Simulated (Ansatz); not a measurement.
Crystal: PbS.

```
Pb S
1.0
     4.08970    0.00000    0.00000
    -2.04485    3.54178    0.00000
     0.00000    0.00000    3.78817
Pb S
1 1
Direct
  0.00000 0.00000 0.00000
  0.66667 0.33333 0.50000
```

Measurements of this composition are mostly on another form, of space group No. 225.

Base run:

| Item | Value |
| --- | --- |
| Program | Ansatz 0.2.0 |
| Functional | r2SCAN |
| Potentials or basis | Ansatz PAW |
| Cutoff | 500 eV (not typed: the program's choice for these potentials) |
| k mesh | 8 × 8 × 7 |
| Occupations | fermi-dirac, width 0.05 eV |
| Spin | no spin polarisation |

Its results: pressure -0.9 GPa.

The run is repeated on the same cell with these changes: functional from r2SCAN to PBE; cutoff from 500 eV (not typed: the program's choice for these potentials) to 420 eV (not typed: the program's choice for these potentials); occupations from fermi-dirac, width 0.05 eV to gaussian, width 0.012 eV. What comes out?

Pressure 0.1 GPa.

Caveats: the PAW data sets come from PBE, with cores solved anew for the run's functional, which leaves a small shift of forces and pressure (some runs).
